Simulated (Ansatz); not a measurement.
A (001) slab of CuO (Cccm (No. 66)), 12 planes, outer planes O (top) and Cu (bottom), with 12 atoms (Cu6O6) in a surface cell of A = 8.695 Å², as cut from the bulk:

```yaml
crystal:
  lattice:
    - [2.94870, 0.00000, 0.00000]
    - [0.01298, 2.94867, 0.00000]
    - [0.00000, 0.00000, 29.16616]
  atoms:
    - { symbol: Cu, position: [0.50577, 0.00577, 0.25715] }
    - { symbol: O, position: [0.50580, 0.50577, 0.30130] }
    - { symbol: Cu, position: [0.00580, 0.50580, 0.34546] }
    - { symbol: O, position: [0.50580, 0.50582, 0.38961] }
    - { symbol: Cu, position: [0.50582, 0.00582, 0.43377] }
    - { symbol: O, position: [0.50585, 0.50582, 0.47792] }
    - { symbol: Cu, position: [0.00585, 0.50585, 0.52208] }
    - { symbol: O, position: [0.50585, 0.50587, 0.56623] }
    - { symbol: Cu, position: [0.50587, 0.00587, 0.61039] }
    - { symbol: O, position: [0.50589, 0.50587, 0.65454] }
    - { symbol: Cu, position: [0.00589, 0.50589, 0.69870] }
    - { symbol: O, position: [0.50589, 0.50592, 0.74285] }
```

The calculation used Ansatz 0.2.0, DFT PBE, scalar-relativistic, plane waves, PAW. Settings: cutoff 420 eV, Γ-centred mesh 12×12×1 on the computed 12-atom cell, Gaussian smearing of 0.10 eV; no spin polarisation. A dipole correction removes the field between periodic images along c.

Against the same 12 atoms in the bulk, the slab as cut lies 2.734 eV higher and the relaxed slab 2.479 eV higher.

Question: Work out the surface energy before and after relaxation.

Answer: The slab has two faces, so γ = (E_slab − N·E_bulk)/(2A), the mean of both. As cut: 2.734/(2 × 8.695) = 0.1572 eV/Å², and 1 eV/Å² = 16.02 J/m², so γ = 2.52 J/m². Relaxed: 2.479/(2 × 8.695) = 0.1426 eV/Å² = 2.28 J/m². Relaxation recovers 9 % of the cost of cutting.

Question: What is the ideal work of this cut, per area?

Answer: Griffith's ideal work is 2γ: 5.04 J/m² if the new faces stay rigid, 4.57 J/m² if they relax. One thickness was run, 12 planes, so γ can still shift with it.

Spin polarisation was left out, and a magnetic state may lie lower.

The reference crystal is a form of CuO, which isn't its usual structure.

Cutting this crystal is costly, and relaxation recovers only 9 % of the cost. The cut severs Cu–O bonds, leaving the outer Cu and O atoms each with two of their four bulk neighbours. It also exposes a polar stack: Cu and O planes alternate with opposite formal charge, so one face is cation-terminated and the other anion-terminated. Shifts of the atoms can strengthen the remaining bonds and partly screen the dipole, but they can't restore the lost neighbours or change the composition of the faces. Compensation must then come largely from charge redistribution, probably by partial filling of Cu–O antibonding states at the Cu face and holes in O 2p-derived states at the O face.

The relaxed value of 2.28 J/m² therefore describes a complementary pair of unreconstructed faces. It doesn't rule out a lower energy for reconstructed or off-stoichiometric terminations, which are a common way for polar oxides to compensate their surface charge.
